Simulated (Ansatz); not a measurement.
Bi in Ansatz: the effect of functional

Crystal: Bi.

```
Bi
1.0
     2.26750    1.30914    3.93800
    -2.26750    1.30914    3.93800
     0.00000   -2.61828    3.93800
Bi
2
Direct
  0.76600 0.76600 0.76600
  0.23400 0.23400 0.23400
```

Alike in all runs:

| Quantity | Value |
| --- | --- |
| Program | Ansatz 0.2.0 |
| Task | projected density of states |
| Potentials or basis | Ansatz PAW |
| Cutoff | 420 eV (not typed: the program's choice for these potentials) |
| k mesh | 4 × 4 × 4 |
| Occupations | fermi-dirac, width 0.05 eV |
| Spin | no spin polarisation |

| functional | pressure (GPa) | largest force (eV/Å) |
| --- | --- | --- |
| LDA | ? | ? |
| PBE | 2.0 | 0.03 |
| PBEsol | -0.5 | 0.10 |

Question: What does the run with functional LDA give?

Answer: Pressure -1.7 GPa; largest force 0.18 eV/Å.

Caveats: all runs use coarse meshes; spin-orbit coupling is left out, which moves the levels of the heavy elements; the PAW data sets come from PBE, with cores solved anew for the run's functional, which leaves a small shift of forces and pressure (some runs).
